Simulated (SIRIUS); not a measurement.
PtSe2 (Sudovikovite):

```
Pt Se
1.0
     3.72400    0.00000    0.00000
    -1.86200    3.22508    0.00000
     0.00000    0.00000    5.06200
Pt Se
1 2
Direct
  0.00000 0.00000 0.00000
  0.66667 0.33333 0.75000
  0.33333 0.66667 0.25000
```

Base run:

| Item | Value |
| --- | --- |
| Program | SIRIUS 7.12.0 |
| Functional | PBEsol |
| Potentials or basis | PseudoDojo 0.4.1 PBEsol standard (scalar relativistic) |
| Cutoff | 1177 eV |
| Density cutoff | 4707 eV |
| k mesh | 8 × 8 × 5 |
| Occupations | fermi-dirac, width 0.05 eV |
| Spin | no spin polarisation |

Its results: band gap on the k mesh none (metal or under the smearing width); pressure 2.0 GPa; largest force 0.334 eV/Å.

Q: The run is repeated on the same cell with these changes: potentials or basis from PseudoDojo 0.4.1 PBEsol standard (scalar relativistic) to PseudoDojo 0.4.1 PBE standard (scalar relativistic); k mesh from 8 × 8 × 5 to 4 × 4 × 3. What comes out?

A: Band gap on the k mesh none (metal or under the smearing width); pressure 1.6 GPa; largest force 0.222 eV/Å.

Caveats: some runs use coarse meshes; the potentials were made for another functional, which shifts forces and pressure (some runs).

Not every run made on this cell is shown here.
